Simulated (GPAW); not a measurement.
# Re (P6_3/mmc) in GPAW: notebook

The runs below take Re through relaxation of cell and atoms, single point, with revPBE, PBE, SCAN+D3(BJ).

Everything below comes from runs of GPAW 26.7.0. Logs are shortened: lines on timing, memory, paths and dates and some standing lists are left out, and cuts for length are marked. The log counts tension as positive stress, the text compression.

## 1. Starting point

It takes space group P6_3/mmc (No. 194, hexagonal). Conventional cell: a = 2.761 Å, b = 2.761 Å, c = 4.458 Å, α = 90.00°, β = 90.00°, γ = 120.00°. Around Re (site symmetry -6m2) lie 12 Re at 2.74 to 2.76 Å.

## 2. Relaxation of cell and atoms, revPBE

File run.py:

```python
from ase.filters import FrechetCellFilter
from ase.io import read, write
from ase.optimize import LBFGS
from gpaw import GPAW, PW

atoms = read('POSCAR')

calc = GPAW(mode=PW(600),
            xc='revPBE',
            kpts={'size': (8, 8, 4), 'gamma': True},
            occupations={'name': 'fermi-dirac', 'width': 0.05},
            nbands=26,
            convergence={'density': 1e-06, 'energy': 1e-06, 'eigenstates': 1e-10},
            maxiter=150,
            txt='gpaw.txt')
atoms.calc = calc
opt = LBFGS(FrechetCellFilter(atoms), trajectory='relax.traj', logfile='-')
done = opt.run(fmax=0.05, steps=100)
calc.write('gs.gpw')
write('result.traj', atoms)
print('Converged:', done)
print('Cell:', atoms.cell.cellpar().round(4))
print('Volume:', round(atoms.get_volume(), 4))
print(atoms.get_scaled_positions().round(5))
```

File POSCAR:

```
Re
1.0
    2.7608000000      0.0000000000      0.0000000000
   -1.3804000000      2.3909229348      0.0000000000
    0.0000000000      0.0000000000      4.4582000000
Re
2
Direct
    0.6666666667      0.3333333333      0.7500000000
    0.3333333333      0.6666666667      0.2500000000
```

Potentials or basis: the program's PAW data sets (release 1.2.1) made for this functional, pw.

Started as:

```console
$ OMP_NUM_THREADS=1 python run.py
```

gpaw.txt:

```text
__  _  _
 | _ |_)|_||  |
 |__||  | ||/\| - 26.7.0

Input parameters:
  mode=PW(ecut=600.0),
  convergence={'density': 1e-06, 'energy': 1e-06, 'eigenstates': 1e-10},
  kpts=MonkhorstPack(size=(8, 8, 4), gamma=True),
  maxiter=150,
  nbands=26,
  occupations=Occupations(name='fermi-dirac', width=0.05),
  xc=XC(name='revPBE')

Diagonalizing LCAO Hamiltonian
Converting LCAO to pw mode

          Re

        Re

Atoms  # Å, Bohr magnetons
|   | symbol |         x |        y |        z |    initial magnetic moments |
|---|--------|-----------|----------|----------|-----------------------------|
| 0 |     Re |  1.380400 | 0.796974 | 3.343650 | ( 0.0000,  0.0000,  0.0000) |
| 1 |     Re | -0.000000 | 1.593949 | 1.114550 | ( 0.0000,  0.0000,  0.0000) |

Unit cell  # Å
| periodic |         x |        y |        z |  lengths |     angles |
|----------|-----------|----------|----------|----------|------------|
|      yes |  2.760800 | 0.000000 | 0.000000 | 2.760800 |  90.000000 |
|      yes | -1.380400 | 2.390923 | 0.000000 | 2.760800 |  90.000000 |
|      yes |  0.000000 | 0.000000 | 4.458200 | 4.458200 | 120.000000 |

Number of symmetries: 12
Symmetry operations  # r_c * U_cc + t_c -> r_c
|    | kind |            matrix            |
|----|------|------------------------------|
|  0 |  σ   |  1, 1, 0,  0,-1, 0,  0, 0, 1 |
|  1 |  S6  |  1, 1, 0, -1, 0, 0,  0, 0,-1 |
|  2 |  E   |  1, 0, 0,  0, 1, 0,  0, 0, 1 |
|  3 |  C2  |  1, 0, 0, -1,-1, 0,  0, 0,-1 |
|  4 |  C2  |  0, 1, 0,  1, 0, 0,  0, 0,-1 |
|  5 |  C3  |  0, 1, 0, -1,-1, 0,  0, 0, 1 |
|  6 |  S6  |  0,-1, 0,  1, 1, 0,  0, 0,-1 |
|  7 |  σ   |  0,-1, 0, -1, 0, 0,  0, 0, 1 |
|  8 |  σ   | -1, 0, 0,  1, 1, 0,  0, 0, 1 |
[... 111 lines left out ...]
SCF iterations
|iter     | |      energy | eigst |  dens |
|---------|-|-------------|-------|-------|
|iter:   1| |  -22.691589 | +0.25 |       |
|iter:   2| |  -22.623392 | -2.52 | -1.21 |
|iter:   3| |  -22.301183 | -1.85 | -1.25 |
|iter:   4| |  -22.316382 | -2.82 | -1.99 |
|iter:   5| |  -22.325022 | -2.78 | -2.33 |
|iter:   6| |  -22.325069 | -4.95 | -3.56 |
|iter:   7| |  -22.325078 | -5.90 | -3.86 |
|iter:   8| |  -22.325079c| -7.04 | -4.39 |
|iter:   9| |  -22.325080c| -7.25 | -4.80 |
|iter:  10| |  -22.325080c| -9.29 | -5.49 |
|iter:  11| |  -22.325080c| -9.79 | -6.22c|
|iter:  12| |  -22.325080c|-10.47c| -6.75c|

Converged in 12 steps
Energy contributions relative to reference atoms: (reference = -907394.401832)

Energy contributions:
  Kinetic:           8.847922
  Coulomb:         -11.967476
  Zero:              0.155225
  External:          0.000000
  Xc:              -19.351090
  Entropy:          -0.019320
  Spinorbit:         0.000000
  ----------------------------
  Free energy:     -22.334740
  Extrapolated:    -22.325080
[... 28 lines left out ...]
No gap
No difference between direct/indirect transitions

Stress tensor  # eV/Ang^3
|         x |         y |         z |
|-----------|-----------|-----------|
| -0.051486 |  0.000000 |  0.000000 |
|  0.000000 | -0.051486 |  0.000000 |
|  0.000000 |  0.000000 | -0.071620 |

Forces  # eV/Ang
|       x |       y |        z |
|---------|---------|----------|
| 0.00000 | 0.00000 | -0.00003 |  # Re   0
| 0.00000 | 0.00000 |  0.00003 |  # Re   1

Interpolating wave functions to new cell

          Re

        Re

Atoms  # Å, Bohr magnetons
|   | symbol |         x |        y |        z |    initial magnetic moments |
|---|--------|-----------|----------|----------|-----------------------------|
| 0 |     Re |  1.387890 | 0.801299 | 3.368913 | ( 0.0000,  0.0000,  0.0000) |
| 1 |     Re | -0.000000 | 1.602597 | 1.122972 | ( 0.0000,  0.0000,  0.0000) |

Unit cell  # Å
| periodic |         x |         y |        z |  lengths |     angles |
|----------|-----------|-----------|----------|----------|------------|
|      yes |  2.775780 | -0.000000 | 0.000000 | 2.775780 |  90.000000 |
|      yes | -1.387890 |  2.403896 | 0.000000 | 2.775780 |  90.000000 |
|      yes |  0.000000 |  0.000000 | 4.491885 | 4.491885 | 120.000000 |

Number of symmetries: 12
Symmetry operations  # r_c * U_cc + t_c -> r_c
|    | kind |            matrix            |
|----|------|------------------------------|
|  0 |  σ   |  1, 1, 0,  0,-1, 0,  0, 0, 1 |
|  1 |  S6  |  1, 1, 0, -1, 0, 0,  0, 0,-1 |
|  2 |  E   |  1, 0, 0,  0, 1, 0,  0, 0, 1 |
|  3 |  C2  |  1, 0, 0, -1,-1, 0,  0, 0,-1 |
|  4 |  C2  |  0, 1, 0,  1, 0, 0,  0, 0,-1 |
|  5 |  C3  |  0, 1, 0, -1,-1, 0,  0, 0, 1 |
|  6 |  S6  |  0,-1, 0,  1, 1, 0,  0, 0,-1 |
|  7 |  σ   |  0,-1, 0, -1, 0, 0,  0, 0, 1 |
|  8 |  σ   | -1, 0, 0,  1, 1, 0,  0, 0, 1 |
[... 111 lines left out ...]
SCF iterations
|iter     | |      energy | eigst |  dens |
|---------|-|-------------|-------|-------|
|iter:   1| |  -22.357546 | -1.48 |       |
|iter:   2| |  -22.355160 | -4.21 | -2.03 |
|iter:   3| |  -22.345104 | -3.39 | -2.08 |
|iter:   4| |  -22.345678 | -4.40 | -2.94 |
|iter:   5| |  -22.346069 | -4.29 | -3.24 |
|iter:   6| |  -22.346072 | -6.17 | -4.28 |
|iter:   7| |  -22.346071c| -7.38 | -4.83 |
|iter:   8| |  -22.346071c| -8.47 | -5.37 |
|iter:   9| |  -22.346071c|-10.22c| -5.91 |
|iter:  10| |  -22.346071c|-10.93c| -6.61c|

Converged in 10 steps
Energy contributions relative to reference atoms: (reference = -907394.401832)

Energy contributions:
  Kinetic:           2.858042
  Coulomb:          -6.866183
  Zero:              0.159578
  External:          0.000000
  Xc:              -18.488206
  Entropy:          -0.018605
  Spinorbit:         0.000000
  ----------------------------
  Free energy:     -22.355373
  Extrapolated:    -22.346071
[... 28 lines left out ...]
No gap
No difference between direct/indirect transitions

Stress tensor  # eV/Ang^3
|         x |         y |         z |
|-----------|-----------|-----------|
| -0.010111 |  0.000000 |  0.000000 |
|  0.000000 | -0.010111 |  0.000000 |
|  0.000000 |  0.000000 | -0.023916 |

Forces  # eV/Ang
|        x |       y |        z |
|----------|---------|----------|
| -0.00000 | 0.00000 | -0.00004 |  # Re   0
|  0.00000 | 0.00000 |  0.00004 |  # Re   1

Interpolating wave functions to new cell

          Re

        Re

Atoms  # Å, Bohr magnetons
|   | symbol |         x |        y |        z |    initial magnetic moments |
|---|--------|-----------|----------|----------|-----------------------------|
| 0 |     Re |  1.390015 | 0.802526 | 3.380964 | ( 0.0000,  0.0000,  0.0000) |
| 1 |     Re | -0.000000 | 1.605051 | 1.126989 | ( 0.0000,  0.0000,  0.0000) |

Unit cell  # Å
| periodic |         x |         y |         z |  lengths |     angles |
|----------|-----------|-----------|-----------|----------|------------|
|      yes |  2.780030 | -0.000000 | -0.000000 | 2.780030 |  90.000000 |
|      yes | -1.390015 |  2.407577 | -0.000000 | 2.780030 |  90.000000 |
|      yes |  0.000000 | -0.000000 |  4.507953 | 4.507953 | 120.000000 |

Number of symmetries: 12
Symmetry operations  # r_c * U_cc + t_c -> r_c
|    | kind |            matrix            |
|----|------|------------------------------|
|  0 |  σ   |  1, 1, 0,  0,-1, 0,  0, 0, 1 |
|  1 |  S6  |  1, 1, 0, -1, 0, 0,  0, 0,-1 |
|  2 |  E   |  1, 0, 0,  0, 1, 0,  0, 0, 1 |
|  3 |  C2  |  1, 0, 0, -1,-1, 0,  0, 0,-1 |
|  4 |  C2  |  0, 1, 0,  1, 0, 0,  0, 0,-1 |
|  5 |  C3  |  0, 1, 0, -1,-1, 0,  0, 0, 1 |
|  6 |  S6  |  0,-1, 0,  1, 1, 0,  0, 0,-1 |
|  7 |  σ   |  0,-1, 0, -1, 0, 0,  0, 0, 1 |
|  8 |  σ   | -1, 0, 0,  1, 1, 0,  0, 0, 1 |
[... 166 lines left out ...]
No gap
No difference between direct/indirect transitions

Stress tensor  # eV/Ang^3
|        x |        y |         z |
|----------|----------|-----------|
| 0.002771 | 0.000000 |  0.000000 |
| 0.000000 | 0.002771 |  0.000000 |
| 0.000000 | 0.000000 | -0.005074 |

Forces  # eV/Ang
|       x |        y |        z |
|---------|----------|----------|
| 0.00000 |  0.00000 | -0.00002 |  # Re   0
| 0.00000 | -0.00000 |  0.00002 |  # Re   1

Interpolating wave functions to new cell

          Re

        Re

Atoms  # Å, Bohr magnetons
|   | symbol |         x |        y |        z |    initial magnetic moments |
|---|--------|-----------|----------|----------|-----------------------------|
| 0 |     Re |  1.389712 | 0.802351 | 3.383718 | ( 0.0000,  0.0000,  0.0000) |
| 1 |     Re | -0.000000 | 1.604702 | 1.127908 | ( 0.0000,  0.0000,  0.0000) |

Unit cell  # Å
| periodic |         x |         y |         z |  lengths |     angles |
|----------|-----------|-----------|-----------|----------|------------|
|      yes |  2.779425 | -0.000000 | -0.000000 | 2.779425 |  90.000000 |
|      yes | -1.389712 |  2.407052 | -0.000000 | 2.779425 |  90.000000 |
|      yes |  0.000000 | -0.000000 |  4.511626 | 4.511626 | 120.000000 |

Number of symmetries: 12
Symmetry operations  # r_c * U_cc + t_c -> r_c
|    | kind |            matrix            |
|----|------|------------------------------|
|  0 |  σ   |  1, 1, 0,  0,-1, 0,  0, 0, 1 |
|  1 |  S6  |  1, 1, 0, -1, 0, 0,  0, 0,-1 |
|  2 |  E   |  1, 0, 0,  0, 1, 0,  0, 0, 1 |
|  3 |  C2  |  1, 0, 0, -1,-1, 0,  0, 0,-1 |
|  4 |  C2  |  0, 1, 0,  1, 0, 0,  0, 0,-1 |
|  5 |  C3  |  0, 1, 0, -1,-1, 0,  0, 0, 1 |
|  6 |  S6  |  0,-1, 0,  1, 1, 0,  0, 0,-1 |
|  7 |  σ   |  0,-1, 0, -1, 0, 0,  0, 0, 1 |
|  8 |  σ   | -1, 0, 0,  1, 1, 0,  0, 0, 1 |
[... 111 lines left out ...]
SCF iterations
|iter     | |      energy | eigst |  dens |
|---------|-|-------------|-------|-------|
|iter:   1| |  -22.348665 | -3.37 |       |
|iter:   2| |  -22.348653 | -6.41 | -3.22 |
|iter:   3| |  -22.348555 | -5.76 | -3.26 |
|iter:   4| |  -22.348550 | -6.86 | -4.06 |
|iter:   5| |  -22.348551c| -7.31 | -4.48 |
|iter:   6| |  -22.348551c| -9.33 | -5.73 |
|iter:   7| |  -22.348551c| -9.98 | -6.08c|
|iter:   8| |  -22.348551c|-10.75c| -7.15c|

Converged in 8 steps
Energy contributions relative to reference atoms: (reference = -907394.401832)

Energy contributions:
  Kinetic:           0.643888
  Coulomb:          -4.983366
  Zero:              0.161155
  External:          0.000000
  Xc:              -18.161311
  Entropy:          -0.017834
  Spinorbit:         0.000000
  ----------------------------
  Free energy:     -22.357468
  Extrapolated:    -22.348551
[... 28 lines left out ...]
No gap
No difference between direct/indirect transitions

Stress tensor  # eV/Ang^3
|        x |        y |         z |
|----------|----------|-----------|
| 0.002549 | 0.000000 |  0.000000 |
| 0.000000 | 0.002549 |  0.000000 |
| 0.000000 | 0.000000 | -0.002219 |

Forces  # eV/Ang
|        x |        y |        z |
|----------|----------|----------|
|  0.00000 | -0.00000 | -0.00002 |  # Re   0
| -0.00000 | -0.00000 |  0.00002 |  # Re   1

# Writing to gs.gpw (mode='')
```

Run time: 50 s. Hardware: 1 thread of Arm Neoverse V2, shared host; peak memory 0.19 GiB.

Results:

* Free energy: -22.3575 eV
* Relaxed volume: 15.09 Å³/atom
* Relaxed cell: a = 2.779 Å, b = 2.779 Å, c = 4.512 Å, α = 90.00°, β = 90.00°, γ = 120.00°
* Space group after relaxing (to 0.05 Å): P6_3/mmc (No. 194)
* Energy gained by relaxing: 11.7 meV/atom
* Ionic steps: 4
* Pressure after relaxing: -0.2 GPa
* Band gap on the k mesh: none (metal or under the smearing width)

Stress tensor (GPa, compression positive):
```
-0.41  0.00  0.00
 0.00 -0.41  0.00
 0.00  0.00  0.36
```

Step by step:
```
step  energy change (eV)  largest force (eV/Å)  pressure (GPa)  volume (Å³)
   1              0.0000                0.0000            9.32        29.43
   2             -0.0210                0.0000            2.36        29.97
   3             -0.0232                0.0000           -0.03        30.17
   4             -0.0235                0.0000           -0.15        30.18
```

Final structure:
```
CELL_PARAMETERS angstrom
2.77942 0.00000 0.00000
-1.38971 2.40705 0.00000
0.00000 0.00000 4.51163
ATOMIC_POSITIONS crystal
Re 0.66667 0.33333 0.75000
Re 0.33333 0.66667 0.25000
```

Caveat: later steps reuse the first step's grids. revPBE gives volumes clearly too large for solids.

(Continued in part 2 of 2.)
